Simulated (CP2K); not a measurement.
# SnTe under changes of volume

One of the cells (29.767 Å³/atom); the others are scaled copies at fixed shape and fractional positions:

```
Te Sn
1.0
     3.90470    0.00000    0.00000
     0.00000    3.90470    0.00000
     0.00000    0.00000    3.90470
Te Sn
1 1
Cartesian
  1.9524 1.9524 1.9524
  0.0000 0.0000 0.0000
```

Measurements of this composition are mostly on another form, of space group No. 225.

```yaml
Program: CP2K 2026.2
Functional: PBE
Potentials_or_basis: POTENTIAL_UZH Te GTH-PBE-q6, Sn GTH-PBE-q4; TZVP-MOLOPT-PBE-GTH basis
Density_cutoff: 8163 eV
k_mesh: 7 × 7 × 7
Occupations: fermi-dirac, width 0.05 eV
Spin: no spin polarisation
```

```tsv
volume (Å³/atom)	energy over the lowest point (meV/atom)	pressure (GPa)
27.981	?	?
28.576	4.54	1.6
29.172	0.81	0.7
29.767	0.00	0.0
30.362	1.77	-0.7
30.958	5.72	-1.3
31.553	11.39	-1.8
```

Question: What does the run at 27.981 Å³/atom give?

Answer: Energy over the lowest point 11.64 meV/atom; pressure 2.6 GPa.

Worked out: A Birch-Murnaghan fit of order 3 (a polynomial in V^(-2/3)) to the other rows has its minimum at 29.64 Å³/atom with B0 = V·E''(V) = 35 GPa and B' = 7.3. It gives 11.82 meV/atom at 27.981 Å³/atom, against the run's 11.64, and -dE/dV = 2.5 GPa, against 2.6.

Energies are extrapolated to zero smearing.

Caveats: the basis of atomic orbitals isn't converged, which shifts pressures, moduli and gaps.
